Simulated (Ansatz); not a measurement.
Here is an Ansatz 0.2.0 calculation.

Contents of input.yaml:

```yaml
crystal:
  lattice:
    - [4.613777, 0.0, 0.0]
    - [0.0, 9.563279, 0.0]
    - [0.0, 0.0, 3.119862]
  atoms:
    - { symbol: Al, position: [0.982975, 0.824573, 0.0] }
    - { symbol: Al, position: [0.017025, 0.175427, 0.0] }
    - { symbol: Al, position: [0.482975, 0.675427, 0.5] }
    - { symbol: Al, position: [0.517025, 0.324573, 0.5] }
    - { symbol: O, position: [0.5, 0.5, 0.5] }
    - { symbol: O, position: [0.123635, 0.75305, 0.5] }
    - { symbol: O, position: [0.376365, 0.25305, 0.0] }
    - { symbol: O, position: [0.623635, 0.74695, 0.0] }
    - { symbol: O, position: [0.0, 0.0, 0.0] }
    - { symbol: O, position: [0.876365, 0.24695, 0.5] }
hamiltonian:
  xc: blyp
  pseudopotentials: { kind: paw }
kpoints:
  mp_grid: { grid: [5, 3, 7] }
  band_path:
    path:
      - [[0.0, 0.0, 0.0], [0.0, 0.0, 0.5], [0.5, 0.0, 0.5], [0.5, 0.0, 0.0], [0.0, 0.0, 0.0], [0.0, 0.5, 0.0], [0.0, 0.5, 0.5], [0.5, 0.5, 0.5], [0.5, 0.5, 0.0], [0.0, 0.5, 0.0]]
      - [[0.5, 0.0, 0.0], [0.5, 0.5, 0.0]]
      - [[0.0, 0.5, 0.5], [0.0, 0.0, 0.5]]
      - [[0.5, 0.0, 0.5], [0.5, 0.5, 0.5]]
    npoints: 10
scf:
  occupations: { method: fermi_dirac, width: 0.05 }
  n_extra_bands: 25
output:
  forces: true
  stress: true
  eigenvalues: true
  fatbands: false
```

Potentials or basis: Ansatz PAW.

The run is started by

```console
$ ansatz run input.yaml --threads 4 --pin off --max-ram 11264MiB --backend cpu --events-out ev --progress --plain --runs-dir out
```

Q: Estimate the pressure.

A: 1.5 GPa.

Q: Predict the band gap along the path.

A: 3.64 eV, direct.

Q: Estimate the band gap on the k mesh.

A: 3.64 eV, direct.

Forces in eV/Å, atoms in the order of the input:
```
Al  -0.076 -0.006  0.000
Al   0.076  0.006  0.000
Al  -0.076  0.006  0.000
Al   0.076 -0.006  0.000
O    0.000  0.000  0.000
O    0.182 -0.097  0.000
O   -0.182 -0.097  0.000
O    0.182  0.097  0.000
O    0.000  0.000  0.000
O   -0.182  0.097  0.000
```

Caveat: the pressure holds a Pulay correction of +0.7 GPa for the finite cutoff; the PAW data sets come from PBE, with cores solved anew for the run's functional, which leaves a small shift of forces and pressure. A hybrid or GW would open this gap; BLYP tends to underestimate it.
